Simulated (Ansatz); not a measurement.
A computed series for BaSnO3: pressure series

Start from BaSnO3 in the cubic perovskite structure (space group Pm-3m, No. 221).

```xyz
5
Lattice="4.1760 0.0000 0.0000 0.0000 4.1760 0.0000 0.0000 0.0000 4.1760" Properties=species:S:1:pos:R:3 pbc="T T T"
Ba     0.0000     0.0000     0.0000
Sn     2.0880     2.0880     2.0880
O      0.0000     2.0880     2.0880
O      2.0880     2.0880     0.0000
O      2.0880     0.0000     2.0880
```

Cell and atoms are relaxed at each pressure.

Calculations: PBE (Ansatz, a program for electronic structure, PAW, no spin-orbit coupling).

Notes on the quantities. enthalpy: H = E + PV relative to the base's energy.

| variant | lattice parameter a | electron mass | enthalpy |
|---|---|---|---|
| base | 4.176 Å | 0.13 mₑ (at Γ) | – |
| pressure −2 GPa | 4.198 Å | 0.11 mₑ (at Γ) | -0.18 eV/atom |
| pressure −1 GPa | 4.187 Å | 0.12 mₑ (at Γ) | -0.09 eV/atom |
| pressure 0.9 GPa | 4.167 Å | 0.14 mₑ (at Γ) | +0.08 eV/atom |
| pressure 2.1 GPa | 4.155 Å | 0.14 mₑ (at Γ) | +0.19 eV/atom |
| pressure 4.5 GPa | 4.133 Å | 0.16 mₑ (at Γ) | +0.40 eV/atom |
| pressure 9 GPa | 4.096 Å | 0.18 mₑ (at Γ) | +0.79 eV/atom |
| pressure 15 GPa | 4.053 Å | 0.20 mₑ (at Γ) | +1.30 eV/atom |
| pressure 22.5 GPa | 4.007 Å | 0.22 mₑ (at Γ) | +1.91 eV/atom |
| pressure 30 GPa | 3.968 Å | 0.24 mₑ (at Γ) | +2.51 eV/atom |

The levels and masses belong to the bands next to the band gap. Load acts through the strain it causes; cell and atoms are relaxed under it. Effective masses come from finite differences of ±0.01 Å⁻¹. No phonon test of stability was made. No other phases were tried under pressure.
